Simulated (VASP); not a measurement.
Here is a VASP 6.6.1 calculation.

The input INCAR:

```
PREC = Accurate
ENCUT = 520
EDIFF = 1E-7
ISMEAR = 0
SIGMA = 0.1
LREAL = False
LASPH = True
NELM = 80
ALGO = Fast
ISIF = 3
LWAVE = False
LCHARG = False
IBRION = 2
NSW = 80
EDIFFG = -0.002
```

File KPOINTS:

```
regular mesh
0
Gamma
  18 18 18
```

The input POSCAR:

```
Ta
1.0
   -1.6512800000      1.6512800000      1.6512800000
    1.6512800000     -1.6512800000      1.6512800000
    1.6512800000      1.6512800000     -1.6512800000
Ta
1
Direct
    0.0000000000      0.0000000000      0.0000000000
```

Potentials or basis: VASP PAW LDA potentials, release 64 (Ta_pv).

Run with:

```sh
$ cat potpaw_LDA.64/Ta_pv/POTCAR > POTCAR
$ mpirun -np 1 vasp_std > vasp.out
```

**Question.** Estimate the relaxed cell.

**Answer.** a = 2.821 Å, b = 2.821 Å, c = 2.821 Å, α = 109.47°, β = 109.47°, γ = 109.47°.

**Question.** Predict the space group after relaxing (to 0.05 Å).

**Answer.** Im-3m (No. 229).

Final structure:
```
Ta
1.0
    -1.62856    1.62856    1.62856
     1.62856   -1.62856    1.62856
     1.62856    1.62856   -1.62856
Ta
1
Direct
  0.00000 0.00000 0.00000
```

The run has no spin-orbit coupling, so splittings on Ta are missing. LDA usually gives volumes a few per cent too small.
